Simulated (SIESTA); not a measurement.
WC (Qusongite):

```
W C
1.0
     2.90650    0.00000    0.00000
    -1.45325    2.51710    0.00000
     0.00000    0.00000    2.83660
W C
1 1
Direct
  0.00000 0.00000 0.00000
  0.66667 0.33333 0.50000
```

Base run:

| Quantity | Value |
| --- | --- |
| Program | SIESTA 5.4.2 |
| Functional | vdW-DF-cx |
| Potentials or basis | PseudoDojo 0.4 standard (PBE files) |
| Basis | DZP (energy shift 0.003 Ry; two zetas on semicore shells) |
| Grid cutoff | 800 Ry |
| Energy shift | 0.003 Ry |
| k mesh | 10 × 10 × 9 |
| Occupations | fermi-dirac, width 0.05 eV |
| Spin | no spin polarisation |

Its results: band gap on the k mesh none (metal or under the smearing width); pressure 5.3 GPa.

Q: After a change of settings the same cell gave: band gap on the k mesh none (metal or under the smearing width); pressure -4.6 GPa. Which change was it?
A. functional from vdW-DF-cx to PBE
B. functional from vdW-DF-cx to LDA; potentials or basis from PseudoDojo 0.4 standard (PBE files) to PseudoDojo 0.4 standard (LDA files)
C. functional from vdW-DF-cx to BLYP
D. functional from vdW-DF-cx to PBEsol; potentials or basis from PseudoDojo 0.4 standard (PBE files) to PseudoDojo 0.4 standard (PBEsol files)

A: B.

Caveats: short orbitals over semicore shells can move pressures by several GPa; the basis of atomic orbitals isn't converged, which shifts pressures, moduli and gaps; the potentials were made for another functional, which shifts forces and pressure (some runs).

Not every run made on this cell is shown here.
